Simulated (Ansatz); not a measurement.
Consider ZrO2 (space group P2_1/c, No. 14).

```
CELL_PARAMETERS angstrom
      5.18930     0.00000     0.00000
      0.00000     5.24180     0.00000
     -0.90344     0.00000     5.30261
ATOMIC_POSITIONS crystal
  Zr 0.27571 0.04384 0.21016
  Zr 0.72429 0.54384 0.28984
  Zr 0.72429 0.95616 0.78984
  Zr 0.27571 0.45616 0.71016
  O  0.06488 0.32613 0.35022
  O  0.93512 0.82613 0.14978
  O  0.93512 0.67387 0.64978
  O  0.06488 0.17387 0.85022
  O  0.45109 0.75674 0.47528
  O  0.54891 0.25674 0.02472
  O  0.54891 0.24326 0.52472
  O  0.45109 0.74326 0.97528
```

Cartesian axes are those of the cell as printed.

Level of theory: Ansatz (an electronic-structure program), PBE, PAW, cutoff 420 eV, no SOC, earlier PAW set.

Strains are applied to the cell and any free atomic positions relax; under biaxial strain the out-of-plane vector relaxes too; under stress the whole cell relaxes.

One change was made to it. Results:

The energy goes up by 1.0 meV/atom; the shortest interatomic distance decreases by 0.004 Å, from 2.057 Å to 2.053 Å.

Name the change that was made.
A) biaxial strain −0.89 %, plane normal [001], relaxed out of plane
B) uniaxial strain ε_xx = −0.91 %
C) biaxial strain −0.95 %, plane normal [001], relaxed out of plane
D) biaxial strain −0.86 %, plane normal [001], relaxed out of plane
E) uniaxial stress, 8 GPa tension along x

B, uniaxial strain ε_xx = −0.91 %. For comparison, the shortest interatomic distance in the other runs: biaxial strain −0.95 %, plane normal [001], relaxed out of plane gives 2.041 Å; biaxial strain −0.86 %, plane normal [001], relaxed out of plane gives 2.042 Å; uniaxial stress, 8 GPa tension along x gives 2.073 Å; biaxial strain −0.89 %, plane normal [001], relaxed out of plane gives 2.042 Å.

Beyond what the load breaks, stability against distortions was not tested.
